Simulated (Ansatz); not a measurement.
**Na started in the widest void in rocksalt NaCl, 65 atoms, charge +1**

All numbers come from Ansatz (PAW, plane waves, no spin–orbit coupling) at the single k point (¼, ¼, ¼) without its symmetry partners. The atoms were relaxed with PBEsol in a fixed cell; other functionals are single points on those atoms unless said otherwise. The valence top and gap of the host come from its small cell on a dense mesh, with the band extrema sought between the mesh points, lined up by the mean potential, PBEsol gap 5.01 eV, HSE06 gap 6.57 eV. The charge correction uses an assumed dielectric constant of 5.9.

Relaxed structure:

```cif
data_structure
_symmetry_space_group_name_H-M 'P 1'
_symmetry_Int_Tables_number 1
_cell_length_a 11.2000
_cell_length_b 11.2000
_cell_length_c 11.2000
_cell_angle_alpha 90.000
_cell_angle_beta 90.000
_cell_angle_gamma 90.000
_cell_volume 1404.93
loop_
_atom_site_label
_atom_site_type_symbol
_atom_site_fract_x
_atom_site_fract_y
_atom_site_fract_z
_atom_site_occupancy
Cl1 Cl 0.25069 0.00101 0.00104 1
Cl2 Cl 0.25002 0.99606 0.50005 1
Cl3 Cl 0.24994 0.50004 0.99615 1
Cl4 Cl 0.24655 0.50331 0.50338 1
Cl5 Cl 0.74928 0.00068 0.00073 1
Cl6 Cl 0.74905 0.00093 0.49934 1
Cl7 Cl 0.74897 0.49927 0.00102 1
Cl8 Cl 0.75393 0.50000 0.50009 1
Cl9 Cl 0.00087 0.25078 0.00102 1
Cl10 Cl 0.99603 0.25006 0.50006 1
Cl11 Cl 0.00061 0.74935 0.00075 1
Cl12 Cl 0.00081 0.74913 0.49932 1
Cl13 Cl 0.49995 0.25001 0.99616 1
Cl14 Cl 0.50327 0.24670 0.50341 1
Cl15 Cl 0.49917 0.74906 0.00099 1
Cl16 Cl 0.49986 0.75393 0.50003 1
Cl17 Cl 0.00085 0.00095 0.25082 1
Cl18 Cl 0.00064 0.00074 0.74938 1
Cl19 Cl 0.99588 0.50002 0.25006 1
Cl20 Cl 0.00086 0.49932 0.74913 1
Cl21 Cl 0.49991 0.99604 0.25011 1
Cl22 Cl 0.49924 0.00088 0.74918 1
Cl23 Cl 0.50323 0.50316 0.24690 1
Cl24 Cl 0.49989 0.49996 0.75408 1
Cl25 Cl 0.24662 0.24682 0.24683 1
Cl26 Cl 0.24999 0.25004 0.75406 1
Cl27 Cl 0.24992 0.75396 0.25009 1
Cl28 Cl 0.25063 0.74912 0.74911 1
Cl29 Cl 0.75396 0.24994 0.25014 1
Cl30 Cl 0.74905 0.25073 0.74918 1
Cl31 Cl 0.74895 0.74900 0.25078 1
Cl32 Cl 0.74922 0.74928 0.74936 1
Na1 Na 0.99969 0.99980 0.99983 1
Na2 Na 0.99689 0.99695 0.50029 1
Na3 Na 0.99681 0.50027 0.99694 1
Na4 Na 0.99739 0.50111 0.50111 1
Na5 Na 0.50022 0.99688 0.99700 1
Na6 Na 0.50107 0.99744 0.50117 1
Na7 Na 0.50097 0.50106 0.99763 1
Na8 Na 0.52208 0.52208 0.52221 1
Na9 Na 0.24889 0.24901 0.99757 1
Na10 Na 0.22788 0.22791 0.52220 1
Na11 Na 0.24966 0.75320 0.99694 1
Na12 Na 0.24880 0.75254 0.50110 1
Na13 Na 0.75306 0.24977 0.99701 1
Na14 Na 0.75252 0.24895 0.50118 1
Na15 Na 0.75018 0.75024 0.99977 1
Na16 Na 0.75299 0.75314 0.50027 1
Na17 Na 0.24887 0.99752 0.24904 1
Na18 Na 0.24974 0.99690 0.75322 1
Na19 Na 0.22776 0.52205 0.22803 1
Na20 Na 0.24887 0.50110 0.75263 1
Na21 Na 0.75303 0.99678 0.24981 1
Na22 Na 0.75024 0.99973 0.75030 1
Na23 Na 0.75242 0.50098 0.24904 1
Na24 Na 0.75305 0.50021 0.75323 1
Na25 Na 0.99742 0.24897 0.24904 1
Na26 Na 0.99687 0.24983 0.75318 1
Na27 Na 0.99678 0.75312 0.24983 1
Na28 Na 0.99962 0.75031 0.75030 1
Na29 Na 0.52209 0.22796 0.22806 1
Na30 Na 0.50104 0.24890 0.75265 1
Na31 Na 0.50093 0.75247 0.24897 1
Na32 Na 0.50012 0.75306 0.75317 1
Na33 Na 0.37489 0.37498 0.37523 1
```

Chemical potentials μ are those of reference phases of the elements at zero temperature by the same functional (the usual solids, diamond for C, grey Sn, and the molecules H2, N2, O2, F2, Cl2, Br2 and S8).

```tsv
functional	E(defect) − E(host) − Σ nμ + q·E_VBM (eV)	monopole (eV)	alignment (eV)	formation energy at E_F = VBM (eV)	moment (μB)	wall time, shared host
PBEsol	-2.85	0.31	0.09	-2.45	0 (no spin)	3.6 s on NVIDIA GB200 (relaxation)
HSE06	-3.70	0.31	0.10	-3.29	0 (no spin)	15 s on NVIDIA GB200
```

Task: How does the monopole term follow by hand for this cubic cell?

Result: q²·α·e²/(4πε₀)/(2εL) with the Madelung constant α = 2.837 and e²/4πε₀ = 14.40 eV·Å: 1 × 2.837 × 14.40 / (2 × 5.9 × 11.200) = 0.31 eV.

HSE06 one-electron levels near the gap (the ten most localised at most), from the host's valence top, not corrected for the charge's images:

```
level (eV)  spin  filling  atoms sharing it  element of the atom with most weight
     -0.24  both     2.00              22.8                                spread
     -0.21  both     2.00              25.0                                spread
     -0.21  both     2.00              25.0                                spread
     -0.20  both     2.00              23.9                                spread
     -0.16  both     2.00              13.1                                    Cl
     -0.16  both     2.00              19.4                                    Cl
     -0.16  both     2.00              19.4                                    Cl
     -0.12  both     2.00              20.6                                spread
     -0.12  both     2.00              20.6                                spread
     -0.11  both     2.00              21.9                                spread
```

All elements are taken at their own reference at once; growth conditions in equilibrium with the host shift these energies, by up to the host's formation enthalpy.

One k point and a cell of this size can leave errors of several tenths of an eV in such numbers.
